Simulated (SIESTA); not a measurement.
AlCu3 under changes of volume

One of the cells (12.285 Å³/atom); the others are scaled copies at fixed shape and fractional positions:

```xyz
4
Lattice="0.0000 2.9071 2.9071 2.9071 0.0000 2.9071 2.9071 2.9071 0.0000" Properties=species:S:1:pos:R:3 pbc="T T T"
Cu    4.3607    4.3607    4.3607
Cu    1.4536    1.4536    1.4536
Cu    2.9071    2.9071    2.9071
Al    0.0000    0.0000    0.0000
```

The cell comes from a database or a generator and needn't be the stable form of this composition.

| Item | Value |
| --- | --- |
| Program | SIESTA 5.4.2 |
| Functional | PBEsol |
| Potentials or basis | PseudoDojo 0.4 standard (PBEsol files) |
| Basis | DZP (energy shift 0.003 Ry; two zetas on semicore shells) |
| Grid cutoff | 800 Ry |
| Energy shift | 0.003 Ry |
| k mesh | 8 × 8 × 8 |
| Occupations | fermi-dirac, width 0.05 eV |
| Spin | no spin polarisation |

| volume (Å³/atom) | energy over the lowest point (meV/atom) | pressure (GPa) |
| --- | --- | --- |
| 11.321 | 26.87 | 11.8 |
| 11.562 | ? | ? |
| 11.803 | 2.87 | 4.3 |
| 12.285 | 0.00 | -1.9 |
| 12.526 | 4.92 | -4.7 |
| 12.767 | 13.88 | -7.3 |

What does the run at 11.562 Å³/atom give?

Energy over the lowest point 12.09 meV/atom; pressure 7.9 GPa.

Worked out: A Birch-Murnaghan fit of order 3 (a polynomial in V^(-2/3)) to the other rows has its minimum at 12.12 Å³/atom with B0 = V·E''(V) = 152 GPa and B' = 4.5. It gives 11.96 meV/atom at 11.562 Å³/atom, against the run's 12.09, and -dE/dV = 7.9 GPa, against 7.9.

Energies are extrapolated to zero smearing.

Caveats: short orbitals over semicore shells can move pressures by several GPa; the basis of atomic orbitals isn't converged, which shifts pressures, moduli and gaps.
